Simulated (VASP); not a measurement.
Write the native input for VASP 6.6.1 that does the following.

```yaml
Task: relaxation of cell and atoms
Functional: PBEsol
Potentials_or_basis: VASP PAW PBE potentials, release 64 (Rh_pv)
Cutoff: 600 eV
k_mesh: 18 × 18 × 10
Occupations: gaussian, width 0.1 eV
Spin: no spin polarisation
Dipole_correction: no
Further_INCAR_settings: ALGO = Fast; EDIFF = 1e-06; IBRION = 2; EDIFFG = -0.002; NSW = 100; ISIF = 3
```

The structure of Rh lies in POSCAR:

```
Rh
1.0
    2.6923490378      0.0000000000      0.0000000000
   -1.3461745189      2.3316426626      0.0000000000
    0.0000000000      0.0000000000      4.3966059788
Rh
2
Direct
    0.3333333333      0.6666666667      0.2500000000
    0.6666666667      0.3333333333      0.7500000000
```

This isn't the form of Rh at room conditions, which is fcc.

These files were run (other wordings do the same):

INCAR

```
PREC     = Accurate       # precision mode
ENCUT    = 600            # plane-wave cutoff, eV
EDIFF    = 1E-6           # SCF threshold, eV
ISMEAR   = 0              # smearing method
SIGMA    = 0.1            # smearing width, eV
LREAL    = False          # projectors in reciprocal space
LASPH    = True           # aspherical terms in the spheres
NELM     = 100            # most SCF steps
ALGO     = Fast           # electronic algorithm
ISIF     = 3              # what is computed and relaxed
LWAVE    = False          # write WAVECAR
LCHARG   = False          # write CHGCAR
GGA      = PS             # functional
IBRION   = 2              # ionic algorithm
NSW      = 100            # ionic steps
EDIFFG   = -0.002         # ionic threshold
```

KPOINTS

```
regular mesh
0
Gamma
  18 18 10
```

Potentials or basis: VASP PAW PBE potentials, release 64 (Rh_pv).

The run is started by

```sh
$ cat potpaw_PBE.64/Rh_pv/POTCAR > POTCAR
$ mpirun -np 1 vasp_std > vasp.out
```

Results of the run:

The relaxed volume is 13.54 Å³/atom, the relaxed cell is a = 2.688 Å, b = 2.688 Å, c = 4.329 Å, α = 90.00°, β = 90.00°, γ = 120.00° and the space group after relaxing (to 0.05 Å) is P6_3/mmc (No. 194). The energy gained by relaxing is 6.0 meV/atom and the ionic steps are 13. The pressure after relaxing is 0.0 GPa and the band gap on the k mesh is none (metal or under the smearing width).

Caveat: the PAW data sets were made with another functional, which shifts forces and pressure a little.

Run time: 5.3 min on 1 thread of Intel(R) Xeon(R) Platinum 8488C (Sapphire Rapids), with other jobs on the host, peak memory 0.25 GiB.
